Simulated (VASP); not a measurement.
# W (Im-3m) in VASP: further runs, part 2 of 2

VASP 6.6.1.

## Step 3: Single point, r2SCAN+rVV10 (a relaxed cell with its volume scaled by 1.03)

Input file INCAR:

```
SYSTEM = W
  ALGO = Normal
  BPARAM = 11.95
  CPARAM = 0.0093
  EDIFF = 1E-7
  ENCUT = 520
  ISIF = 2
  ISMEAR = 0
  IVDW_NL = 2
  LASPH = .TRUE.
  LCHARG = .FALSE.
  LMIXTAU = .TRUE.
  LREAL = .FALSE.
  LUSE_VDW = .TRUE.
  LWAVE = .FALSE.
  METAGGA = R2SCAN
  NELM = 60
  PREC = Accurate
  SIGMA = 0.1
```

Input file KPOINTS:

```
k-points
0
G
  18 18 18
  0 0 0
```

Input file POSCAR:

```
W                                       
1.0
   -1.5993033622      1.5993033622      1.5993033622
    1.5993033622     -1.5993033622      1.5993033622
    1.5993033622      1.5993033622     -1.5993033622
  W             
     1
Direct
     0.0000000000000000    0.0000000000000000    0.0000000000000000
```

Potentials or basis: VASP PAW PBE potentials, release 64 (W_sv).

Command:

```sh
$ cat potpaw_PBE.64/W_sv/POTCAR > POTCAR
$ mpirun -np 1 vasp_std > vasp.out
```

OUTCAR:

```text
SYSTEM = W
   BPARAM = 11.95
   EDIFF = 1E-7
   ENCUT = 520
   ISIF = 2
   ISMEAR = 0
   IVDW_NL = 2
   LASPH = .TRUE.
   LREAL = .FALSE.
   METAGGA = R2SCAN
   NELM = 60
   PREC = Accurate

 ion  position               nearest neighbor table
   1  0.000  0.000  0.000-

  LATTYP: Found a body centered cubic cell.
 ALAT       =     3.1986067244

  Lattice vectors:

 A1 = (  -1.5993033622,   1.5993033622,   1.5993033622)
 A2 = (   1.5993033622,  -1.5993033622,   1.5993033622)
 A3 = (   1.5993033622,   1.5993033622,  -1.5993033622)

Analysis of symmetry for initial positions (statically):
=====================================================================
 Subroutine PRICEL returns:
 Original cell was already a primitive cell.

 Routine SETGRP: Setting up the symmetry group for a
 body centered cubic supercell.

 Subroutine GETGRP returns: Found 48 space group operations
 (whereof 48 operations were pure point group operations)
 out of a pool of 48 trial point group operations.

[... 168 lines left out ...]
 fundamental gap:      0.0045394487
 Fermi energy:        10.8151176179

 k-point     1 :       0.0000    0.0000    0.0000
  band No.  band energies     occupation
      1     -65.3099      2.00000
      2     -28.2176      2.00000
      3     -28.2176      2.00000
      4     -28.2176      2.00000
      5       0.8633      2.00000
      6       9.6014      2.00000
      7       9.6014      2.00000
      8       9.6014      2.00000
      9      13.3228      0.00000
     10      13.3228      0.00000
     11      26.0010      0.00000
[... 309 lines left out ...]
 k-point    24 :       0.3889    0.1111   -0.0000
  band No.  band energies     occupation
      1     -65.1781      2.00000
      2     -29.3802      2.00000
      3     -28.6531      2.00000
      4     -28.2781      2.00000
      5       4.9009      2.00000
      6       7.3794      2.00000
      7      10.0604      2.00000
      8      13.0003      0.00000
      9      14.3410      0.00000
     10      17.1847      0.00000
     11      21.8793      0.00000

 [... further k-points ...]

------------------------ aborting loop because EDIFF is reached ----------------------------------------

  FORCE on cell =-STRESS in cart. coord.  units (eV):
  Direction    XX          YY          ZZ          XY          YZ          ZX
  --------------------------------------------------------------------------------------
  -------------------------------------------------------------------------------------
  Total       -0.9111117     -0.9111117     -0.9111117      0.0000000      0.0000000      0.0000000
  in kB      -89.2133157    -89.2133157    -89.2133157      0.0000000      0.0000000      0.0000000
  external PRESSURE =     -89.2133157 kB  Pullay stress =       0.0000000 kB

 VOLUME and BASIS-vectors are now :
 -----------------------------------------------------------------------------
  energy-cutoff  :      520.00
  volume of cell :       16.36
      direct lattice vectors                 reciprocal lattice vectors
    -1.599303362  1.599303362  1.599303362     0.000000000  0.312636121  0.312636121
     1.599303362 -1.599303362  1.599303362     0.312636121  0.000000000  0.312636121
     1.599303362  1.599303362 -1.599303362     0.312636121  0.312636121  0.000000000

 POSITION                                       TOTAL-FORCE (eV/Angst)
 -----------------------------------------------------------------------------------
      0.00000      0.00000      0.00000         0.000000      0.000000      0.000000
 -----------------------------------------------------------------------------------
    total drift:                                0.000000      0.000000      0.000000

  FREE ENERGIE OF THE ION-ELECTRON SYSTEM (eV)
  ---------------------------------------------------
  free  energy   TOTEN  =       -51.1216488065 eV

  energy  without entropy=      -51.1177038607  energy(sigma->0) =      -51.11967633
```

OSZICAR:

```text
N       E                     dE             d eps       ncg     rms          rms(c)
DAV:   1     0.377772976215E+02    0.37777E+02   -0.81392E+03  4298   0.148E+03
DAV:   2    -0.537139908450E+02   -0.91491E+02   -0.88168E+02  4626   0.342E+02
DAV:   3    -0.554365784043E+02   -0.17226E+01   -0.17026E+01  4856   0.463E+01
[... 12 lines left out ...]
DAV:  16    -0.511216509509E+02   -0.36435E-05   -0.52942E-06  4692   0.290E-02    0.154E-03
DAV:  17    -0.511216480383E+02    0.29127E-05   -0.22478E-07  4509   0.610E-03    0.102E-03
DAV:  18    -0.511216496819E+02   -0.16437E-05   -0.30346E-08  2220   0.250E-03    0.819E-04
DAV:  19    -0.511216487175E+02    0.96440E-06   -0.25879E-08  2172   0.204E-03    0.635E-05
DAV:  20    -0.511216489029E+02   -0.18537E-06   -0.39129E-09  2154   0.994E-04    0.546E-05
DAV:  21    -0.511216488065E+02    0.96364E-07   -0.24921E-10  2154   0.252E-04
   1 F= -.51121649E+02 E0= -.51119676E+02  d E =-.394495E-02
```

stdout:

```text
POSCAR found type information on POSCAR W
 POSCAR found :  1 types and       1 ions
 scaLAPACK will be used
 -----------------------------------------------------------------------------
|                                                                             |
|                                                                             |
|     You have switched on vdW-DFT.                                           |
[... 25 lines left out ...]
Total rVV10 correction in eV:      0.2435423    14.4825642
Total rVV10 correction in eV:      0.2272943    14.4825644
Total rVV10 correction in eV:      0.2216925    14.4825644
Total rVV10 correction in eV:      0.2148217    14.4825644
Total rVV10 correction in eV:      0.2161966    14.4825644
Total rVV10 correction in eV:      0.2165179    14.4825644
[... 11 lines left out ...]
Total rVV10 correction in eV:      0.2169035    14.4825644
Total rVV10 correction in eV:      0.2169035    14.4825644
```

It took 1.7 min on 1 thread of Intel Xeon 6975P-C (Granite Rapids), shared host; peak memory 0.24 GiB.

Results:

```
Free energy            : -51.1216 eV
Pressure               : -8.9 GPa
Band gap on the k mesh : none (metal or under the smearing width)
```

Levels at points of the mesh, in eV from the Fermi level:
```
           k point  band 4  band 5  band 6  band 7  band 8  band 9  band 10  band 11
(0.00, 0.00, 0.00)  -39.03   -9.95   -1.21   -1.21   -1.21    2.51     2.51    15.19
(0.50, 0.00, 0.00)  -39.04   -6.35   -3.58    0.42    2.33    3.34     6.08    11.15
(0.50, 0.50, 0.50)  -39.90   -5.75   -5.75    5.13    5.13    5.13     8.28     8.28
```

Caveat: the PAW data sets were made with another functional, which shifts forces and pressure a little. The run has no spin-orbit coupling, so splittings on W are missing.

## Step 4: Single point, r2SCAN+rVV10 (a relaxed cell with its volume scaled by 0.94)

INCAR is that of step 3.

KPOINTS is that of step 3.

Input file POSCAR:

```
W                                       
1.0
   -1.5512950018      1.5512950018      1.5512950018
    1.5512950018     -1.5512950018      1.5512950018
    1.5512950018      1.5512950018     -1.5512950018
  W             
     1
Direct
     0.0000000000000000    0.0000000000000000    0.0000000000000000
```

Potentials or basis: VASP PAW PBE potentials, release 64 (W_sv).

Command:

```sh
$ cat potpaw_PBE.64/W_sv/POTCAR > POTCAR
$ mpirun -np 1 vasp_std > vasp.out
```

OUTCAR:

```text
SYSTEM = W
   BPARAM = 11.95
   EDIFF = 1E-7
   ENCUT = 520
   ISIF = 2
   ISMEAR = 0
   IVDW_NL = 2
   LASPH = .TRUE.
   LREAL = .FALSE.
   METAGGA = R2SCAN
   NELM = 60
   PREC = Accurate

 ion  position               nearest neighbor table
   1  0.000  0.000  0.000-

  LATTYP: Found a body centered cubic cell.
 ALAT       =     3.1025900036

  Lattice vectors:

 A1 = (  -1.5512950018,   1.5512950018,   1.5512950018)
 A2 = (   1.5512950018,  -1.5512950018,   1.5512950018)
 A3 = (   1.5512950018,   1.5512950018,  -1.5512950018)

Analysis of symmetry for initial positions (statically):
=====================================================================
 Subroutine PRICEL returns:
 Original cell was already a primitive cell.

 Routine SETGRP: Setting up the symmetry group for a
 body centered cubic supercell.

 Subroutine GETGRP returns: Found 48 space group operations
 (whereof 48 operations were pure point group operations)
 out of a pool of 48 trial point group operations.

The static configuration has the point symmetry O_h .

Analysis of symmetry for dynamics (positions and initial velocities):
=====================================================================
 Subroutine PRICEL returns:
 Original cell was already a primitive cell.

 Routine SETGRP: Setting up the symmetry group for a
 body centered cubic supercell.

 Subroutine GETGRP returns: Found 48 space group operations
 (whereof 48 operations were pure point group operations)
 out of a pool of 48 trial point group operations.

The dynamic configuration has the point symmetry O_h .

 Subroutine INISYM returns: Found 48 space group operations
 (whereof 48 operations are pure point group operations),
 and found     1 'primitive' translations

[... 114 lines left out ...]
  Fermi-wavevector in a.u.,A,eV,Ry     =   1.602273  3.027856 34.929938  2.567278
  Thomas-Fermi vector in A             =   2.699120
   LORBIT       =      0    0 simple, 1 ext, 2 COOP (PROOUT), +10 PAW based schemes
   METAGGA = R2SCAN    functional components
   LHFCALC =     F    Hartree Fock is set to
   AEXX    =    0.0000 exact exchange contribution
   IVDW_NL    =     2    kernel type
   BPARAM     =11.9500
   IVDW    =     0    specifies the selected vdW correction
   LEPSILON=     F    determine dielectric tensor
   LRPA    =     F    only Hartree local field effects (RPA)
 non-spin polarized calculation
 Gauss-broadening in eV      SIGMA  =   0.10
  energy-cutoff  :      520.00
  volume of cell :       14.93
 maximum number of plane-waves:       418
   NGX =  9   NGY =  9   NGZ =  9

 number of electron      13.9999999 magnetization

 Free energy of the ion-electron system (eV)
  ---------------------------------------------------
  ext. energy  EPLUGINS =         0.00000000
  ---------------------------------------------------
  free energy    TOTEN  =       -51.06972897 eV

  energy without entropy =      -51.06661651  energy(sigma->0) =      -51.06817274

 E-fermi :  12.1539     XC(G=0): -15.3693

 val. band max:       12.1466722362   @ k =  -0.1667   0.1667   0.0556
 cond. band min:      12.1736619685   @ k =  -0.3889   0.3889   0.2778
 fundamental gap:      0.0269897322
 Fermi energy:        12.1539323406

 k-point     1 :       0.0000    0.0000    0.0000
  band No.  band energies     occupation
      1     -63.8564      2.00000
      2     -26.6103      2.00000
      3     -26.6103      2.00000
      4     -26.6103      2.00000
      5       1.6910      2.00000
      6      10.7803      2.00000
      7      10.7803      2.00000
      8      10.7803      2.00000
      9      14.8666      0.00000
     10      14.8666      0.00000
     11      27.5394      0.00000
[... 309 lines left out ...]
 k-point    24 :       0.3889    0.1111    0.0000
  band No.  band energies     occupation
      1     -63.6599      2.00000
      2     -28.1746      2.00000
      3     -27.1896      2.00000
      4     -26.6963      2.00000
      5       5.6799      2.00000
      6       8.2819      2.00000
      7      11.5506      2.00000
      8      14.5740      0.00000
      9      16.1159      0.00000
     10      19.3756      0.00000
     11      24.5644      0.00000

 [... further k-points ...]

------------------------ aborting loop because EDIFF is reached ----------------------------------------

  FORCE on cell =-STRESS in cart. coord.  units (eV):
  Direction    XX          YY          ZZ          XY          YZ          ZX
  --------------------------------------------------------------------------------------
  -------------------------------------------------------------------------------------
  Total        2.1431019      2.1431019      2.1431019     -0.0000000     -0.0000000      0.0000000
  in kB      229.9377265    229.9377265    229.9377265     -0.0000000     -0.0000000      0.0000000
  external PRESSURE =     229.9377265 kB  Pullay stress =       0.0000000 kB

 VOLUME and BASIS-vectors are now :
 -----------------------------------------------------------------------------
  energy-cutoff  :      520.00
  volume of cell :       14.93
      direct lattice vectors                 reciprocal lattice vectors
    -1.551295002  1.551295002  1.551295002     0.000000000  0.322311359  0.322311359
     1.551295002 -1.551295002  1.551295002     0.322311359  0.000000000  0.322311359
     1.551295002  1.551295002 -1.551295002     0.322311359  0.322311359  0.000000000

 POSITION                                       TOTAL-FORCE (eV/Angst)
 -----------------------------------------------------------------------------------
      0.00000      0.00000      0.00000        -0.000000     -0.000000     -0.000000
 -----------------------------------------------------------------------------------
    total drift:                                0.000000     -0.000000      0.000000

  FREE ENERGIE OF THE ION-ELECTRON SYSTEM (eV)
  ---------------------------------------------------
  free  energy   TOTEN  =       -51.0697289698 eV

  energy  without entropy=      -51.0666165127  energy(sigma->0) =      -51.06817274
```

stdout:

```text
POSCAR found type information on POSCAR W
 POSCAR found :  1 types and       1 ions
 scaLAPACK will be used
 -----------------------------------------------------------------------------
|                                                                             |
|                                                                             |
|     You have switched on vdW-DFT.                                           |
[... 25 lines left out ...]
Total rVV10 correction in eV:      0.2273231    14.4825642
Total rVV10 correction in eV:      0.2125381    14.4825642
Total rVV10 correction in eV:      0.2070086    14.4825642
Total rVV10 correction in eV:      0.2009809    14.4825642
Total rVV10 correction in eV:      0.2021072    14.4825642
Total rVV10 correction in eV:      0.2022953    14.4825642
[... 10 lines left out ...]
Total rVV10 correction in eV:      0.2024565    14.4825642
Total rVV10 correction in eV:      0.2024566    14.4825642
```

It took 76 s on 1 thread of Intel Xeon 6975P-C (Granite Rapids), shared host; peak memory 0.21 GiB.

Results:

```
Free energy            : -51.0697 eV
Pressure               : 23.0 GPa
Band gap on the k mesh : none (metal or under the smearing width)
```

Caveat: so large a pressure means that the cell lies far from this level's equilibrium, or that cutoff or potentials fall short; the potentials were made for another functional, which shifts forces and pressure.

## Step 5: Summary

| cell | gap on the mesh (eV) | pressure (GPa) |
| --- | --- | --- |
| a relaxed cell with its volume scaled by 0.97 | none | 10.6 |
| a relaxed cell with its volume scaled by 1.03 | none | -8.9 |
| a relaxed cell with its volume scaled by 0.94 | none | 23.0 |

Alike in all rows: task single point; level r2SCAN+rVV10; potentials or basis VASP PAW PBE potentials, release 64 (W_sv); no spin polarisation; k mesh 18 × 18 × 18; cutoff (eV) 520; smearing gaussian 0.1 eV.

Caveats: the PAW data sets were made with another functional, which shifts forces and pressure a little (some runs); so large a pressure means that the cell lies far from this level's equilibrium, or that cutoff or potentials fall short (some runs); the potentials were made for another functional, which shifts forces and pressure (some runs).

Absolute energies hang on the potentials; compare differences alone.
